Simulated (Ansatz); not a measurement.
# TaS2: LAPW beside PAW, part 2 of 2

Aim: solve TaS2 at one geometry with all-electron LAPW, PAW on the default files and datasets made for this crystal, and see where they agree.

Ansatz 0.2.0; DFT PBE; a database cell (COD). «Crystal datasets» are all-electron PAW datasets made for this crystal.

### Step 4. Datasets made for this crystal

Contents of input.yaml:

```yaml
crystal:
  lattice:
    - [3.3500021206, 0.0, 0.0]
    - [-1.6750010603, 2.9011869392, 0.0]
    - [0.0, 0.0, 5.86]
  atoms:
    - { symbol: Ta, position: [0.0, 0.0, 0.0] }
    - { symbol: S, position: [0.3333333333, 0.6666666667, 0.25] }
    - { symbol: S, position: [0.6666666667, 0.3333333333, 0.75] }
kpoints:
  mp_grid: { grid: [8, 8, 4] }
  band_path:
    path:
      - [0.0, 0.0, 0.0]
      - [0.5, 0.0, 0.0]
      - [0.3333333333, 0.3333333333, 0.0]
      - [0.0, 0.0, 0.0]
      - [0.0, 0.0, 0.5]
      - [0.5, 0.0, 0.5]
      - [0.3333333333, 0.3333333333, 0.5]
      - [0.0, 0.0, 0.5]
      - [0.5, 0.0, 0.5]
    npoints: 8
scf:
  occupations: { method: fermi_dirac, width: 0.02 }
hamiltonian:
  xc: pbe
  pseudopotentials: { kind: all_electron, datasets: crystal }
output:
  forces: true
  stress: true
  eigenvalues: true
  efg: { contact_densities: true }
```

Log:

```text
hamiltonian.pseudopotentials.datasets: crystal makes datasets for this crystal and solves the spheres of its atoms anew in each pass: cutoff 420.0 eV, the density's 1680.0 eV; for an error of 0.50 meV an atom under PBE, 1.5 meV for the cell; an energy difference from a run of another recipe may be off by several times the error for the cell, under r2SCAN by more, where some 0.1 meV an atom stays at smaller errors; S in spheres of 1.048 Å, 6 of its electrons in bands; Ta in spheres of 1.376 Å, 27 of its electrons in bands
band count auto-derived: 26 (N_el = 39.0; filled up to band 20; 24 by the electrons, moments and atoms)
Ta: output.efg is read without spin–orbit coupling, which moves field gradients at and beside such atoms by some per cent and up to a factor of two; PAW files take it under magnetization.noncollinear and magnetization.spin_orbit
Engine: ansatz 0.2.0
Pseudopotentials: kind: all_electron
Pseudopotential: Ta, paw, valence charge 27, recommended cutoff 420 eV (normal), Koelling and Harmon's equation, gaussian nucleus
Pseudopotential: S, paw, valence charge 6, recommended cutoff 420 eV (normal), Koelling and Harmon's equation, gaussian nucleus
Functional definition: PBE
  parameter kappa = 0.804
  parameter beta = 0.06672455060314922
  exchange = pbe_x(kappa = kappa, mu = beta*pi^2/3)
  correlation = pbe_c(beta = beta)
Crystal: 3 atoms, lattice volume = 56.953 Å³
Basis set: ecut = 420 eV, 1135 PW (Γ), exchange–correlation on 48×48×80 points (8 copies of the dense FFT grid, shifted against one another)
Bands: 26, of which v1, the nominal top of the filled ones, is band 20 counted from 1 (19 counted from 0)
Symmetry: 12 space group operations
Space group: P-3m1 (ITA 164), of the structure as read, at distance tolerance 3.8e-5 Å
k-points: 35 of 256
Non-local potential: Ta, projectors of the file, l = 0: 2, l = 1: 2, l = 2: 1, l = 3: 2
Non-local potential: S, projectors of the file, l = 0: 1, l = 1: 1, l = 2: 2
PAW form: soft (Blöchl's): semilocal exchange-correlation on the pseudo side does not see the compensation charge
PAW one-centre angular grid: Ta, 590 points (default); XC on its mesh's 1823 points in the sphere
PAW one-centre angular grid: S, 110 points (default); XC on its mesh's 1899 points in the sphere
Initial density: superposition of atomic densities (neutral atoms: chi_scale 0, normalization atom)
Initial wavefunctions: pseudopotential atomic-orbital guess
Functional: x = pbe(κ = 0.804, μ = 0.2195149727645171), c = pbe(β = 0.06672455060314922)
iter 1 solved again at ethr=1.56e-2 eV; its pass at ethr=1.00e-1 eV (dr2=6.08e0 eV) is discarded
SCF iter   1: F=—  HF=-446298.988496 eV  |F-HF|=—  |Δ(HF+E_count)|=         —  Δρ=7.71e-2  dr2=5.71e0  ethr=1.56e-2  ⟨swp⟩=2.1  Hψ=4814  notcnv=0
preconditioner: auto → LDOS  [insulator: Δε(μ)=0.122 eV  Ē_g=16.347 eV  σ=0.020 eV  W_gap=0.72  n_scr=22 (ndim 8)  ℏωp=27.4 eV  f_vac=0.017  D(μ)=1.26/eV (n_scr^D=2)  ε∞_Penn≈3.8  β→1.0]
SCF iter   2: F=—  HF=-446297.599643 eV  |F-HF|=—  |Δ(HF+E_count)|=    1.39e0  Δρ=3.88e-2  dr2=7.67e-1  ethr=1.46e-2  ⟨swp⟩=3.3  Hψ=2341  notcnv=0
SCF iter   3: F=—  HF=-446297.469409 eV  |F-HF|=—  |Δ(HF+E_count)|=   1.30e-1  Δρ=1.48e-2  dr2=2.05e-1  ethr=1.97e-3  ⟨swp⟩=3.4  Hψ=2360  notcnv=0
SCF iter   4: F=—  HF=-446297.422357 eV  |F-HF|=—  |Δ(HF+E_count)|=   4.71e-2  Δρ=5.00e-3  dr2=2.38e-2  ethr=5.25e-4  ⟨swp⟩=3.1  Hψ=2491  notcnv=0
SCF iter   5: F=—  HF=-446297.416640 eV  |F-HF|=—  |Δ(HF+E_count)|=   5.72e-3  Δρ=1.71e-3  dr2=3.01e-3  ethr=6.10e-5  ⟨swp⟩=3.4  Hψ=1955  notcnv=0  defer=2
iter 6 solved again at ethr=3.11e-7 eV; its pass at ethr=7.71e-6 eV (dr2=1.21e-4 eV) is discarded
SCF iter   6: F=—  HF=-446297.418058 eV  |F-HF|=—  |Δ(HF+E_count)|=   1.42e-3  Δρ=3.46e-4  dr2=1.15e-4  ethr=3.11e-7  ⟨swp⟩=2.9  Hψ=4558  notcnv=0  defer=1
SCF iter   7: F=—  HF=-446297.418057 eV  |F-HF|=—  |Δ(HF+E_count)|=   8.74e-7  Δρ=1.15e-4  dr2=1.34e-5  ethr=2.95e-7  ⟨swp⟩=2.5  Hψ=1629  notcnv=0  defer=1
SCF iter   8: F=—  HF=-446297.418207 eV  |F-HF|=—  |Δ(HF+E_count)|=   1.50e-4  Δρ=1.96e-5  dr2=2.51e-7  ethr=3.44e-8  ⟨swp⟩=3.0  Hψ=1830  notcnv=0  defer=1
SCF iter   9: F=-446297.418207 eV  HF=-446297.418207 eV  |F-HF|=3.90e-9  |Δ(HF+E_count)|=   8.96e-9  Δρ=4.44e-6  dr2=1.06e-8  ethr=6.44e-10  ⟨swp⟩=3.0  Hψ=1852  notcnv=0  defer=1
SCF 1 converged in 9 iterations: F = -446297.418207 eV  dr2 = 1.06e-8
  Residual-converged pass: ⟨swp⟩=3.7  Hψ=1907  notcnv=0  max |occ|·‖R‖ = 6.3e-6 eV (tolerance 6.5e-6 eV)  dr2=1.02e-8  dr2_onsite=2.01e-8  max |Δocc| = 2.2e-10
NSCF: frozen V_eff on 65 k-points
SCF converged after 9 iterations
Free energy (F): -446297.418207 eV
Harris-Foulkes:  -446297.418207 eV  (|F-HF|=3.90e-9)
Internal energy: -446297.412785 eV  (E = F + TS)
E sigma→0 (E₀):  -446297.415496 eV
Entropy (-TS):   -0.005423 eV (-1.808 meV/atom)
Past the cutoff: the bands carry plane waves up to 1.75 times it, of which those up to 1.5 times it add -0.000287 eV an atom, each by itself; the spheres take 0.000196 eV an atom off the energy for waves past 1.75 times it
By the cutoff:   a pressure is off by up to 0.006 GPa (1.2 times the spheres' own share and the shells' term, over an atom's volume, and 0.004 GPa: a bound that held against runs at twice the plane waves)
Past the cutoffs: a stress includes 0.0006 GPa for waves and charges beyond them, in addition to the slope of what the spheres take
In the spheres:  the bands' charges fall short by 1.7e-6 e at most (sound up to 1e-3)
Fermi energy:    13.278176 eV
--- Per-component energies (eV) ---
  The terms above E_closure are by the made datasets' own strengths, without shells solved beside the bands.
--- Forces (eV/Å), atoms counted from 1 ---
  atom   1  Ta     0.00000000     0.00000000     0.00000000
  atom   2  S      0.00000000     0.00000000     1.21365733
  atom   3  S     -0.00000000    -0.00000000    -1.21365733
  max |Σ_I F_I| component: 2.22e-16 eV/Å
--- Stress (GPa, compression-positive) ---
        7.595174       0.000000       0.000000
        0.000000       7.595174      -0.000000
        0.000000      -0.000000      12.012451
  P = ⅓ Tr σ = 9.0676 GPa (90.676 kbar)
--- PAW observables at the nuclei: V_zz in 10²¹ V/m², potentials from the cell's mean, atoms counted from 1 ---
  atom   1  Ta V_zz =   -16.674696   η = 0.0000   by run symmetry: allowed
            electrostatic potential = -14488.325826 V   contact ρ = 8150613.942824 e/Å³
  atom   2  S  V_zz =    -1.511045   η = 0.0000   by run symmetry: allowed
            electrostatic potential = -1637.709367 V   contact ρ = 19787.122643 e/Å³
  atom   3  S  V_zz =    -1.511045   η = 0.0000   by run symmetry: allowed
            electrostatic potential = -1637.709367 V   contact ρ = 19787.122643 e/Å³
--- Band table (eV; the first three rows and the last of 35) ---
  k-point 0: bands = ["-55.4728", "-21.9891", "-21.9474", "-21.9474", "-7.3303", "-7.2973", "-7.2828", "-7.2828", "-7.2726", "-7.2613", "-7.2613", "-1.9212", "0.1698", "6.2552", "8.9721", "8.9721", "11.8945", "12.4381", "12.4381", "13.2749", "13.2749", "13.5230", "17.3278"]
  k-point 1: bands = ["-55.4728", "-21.9891", "-21.9474", "-21.9474", "-7.3303", "-7.2973", "-7.2828", "-7.2828", "-7.2726", "-7.2613", "-7.2613", "-1.8044", "-0.0662", "6.7687", "8.9863", "8.9863", "10.7534", "12.3684", "12.3684", "13.2605", "13.2605", "14.1587", "17.5295"]
  k-point 2: bands = ["-55.4728", "-21.9892", "-21.9473", "-21.9473", "-7.3303", "-7.2973", "-7.2828", "-7.2828", "-7.2726", "-7.2613", "-7.2613", "-1.6556", "-0.3249", "7.5019", "9.0007", "9.0007", "9.6794", "12.3012", "12.3012", "13.2458", "13.2458", "14.4823", "17.7453"]
  k-point 34: bands = ["-55.4582", "-22.1951", "-22.1130", "-21.9225", "-7.3175", "-7.3075", "-7.2841", "-7.2789", "-7.2682", "-7.2657", "-7.2618", "0.0802", "0.3945", "7.0842", "7.7156", "8.4086", "9.2529", "9.5570", "10.1086", "13.8206", "15.0925", "15.1374", "17.6003"]
```

Run time: 28 s. Hardware: 1 thread, shared host.

This run gives: pressure 9.07 GPa; no gap; largest force 1.214 eV/Å; Vzz Ta1 -16.67 (η = 0.00), S2 -1.51 (η = 0.00) (10²¹ V/m²).

```csv
atom,contact density (e/Å³)
Ta1,8150614
S2,19787.12
```

### Step 5. Comparison

| method | pressure (GPa) | largest force (eV/Å) | Vzz Ta1 (10²¹ V/m²) | Vzz S2 (10²¹ V/m²) | SCF cycles, all passes |
| --- | --- | --- | --- | --- | --- |
| LAPW | 9.07 | 1.214 | – | – | 8 |
| PAW | 9.08 | 1.216 | -17.01 | -1.50 | 6 |
| crystal datasets | 9.07 | 1.214 | -16.67 | -1.51 | 9 |

### Step 6. Outcome

The summary covers parts 1 to 2.

| quantity | value |
| --- | --- |
| pressure | LAPW 9.07, PAW 9.08, crystal datasets 9.07 GPa |
| gap (LAPW) | none |
| largest force | LAPW 1.214, PAW 1.216, crystal datasets 1.214 eV/Å |
| Bader charges (PAW) | Ta1 +1.86, S2 -0.93 e |

At this geometry the cell is under compression of 9.1 GPa, so it would expand if let go. With 71 electrons in the bands of a cell, and no spin, a band must be partly filled: it is a metal at this level. Within 0.3 eV of the Fermi level the largest projected share is Ta 5d (72 %). The projection holds only the free atom's occupied shells (Ta 6s, Ta 5d, S 3s, S 3p in this range). The field gradient at Ta1, the largest by crystal datasets, is -17.01 by PAW and -16.67 by crystal datasets (10²¹ V/m²), within 5 %. No spin–orbit coupling: at heavy atoms the gradients can be off by tens of per cent for that reason. In pressure, PAW differs from LAPW by less than 0.01 GPa. The forces differ by at most 3 meV/Å in a component, on a largest force of 1.214 eV/Å. Spin-orbit coupling is left out, though the cell holds Ta; in elements this heavy it can shift bands and gaps by tenths of an eV. TaS2 has an odd count of electrons, so a run without spin can force a false metal and spoil its energy.
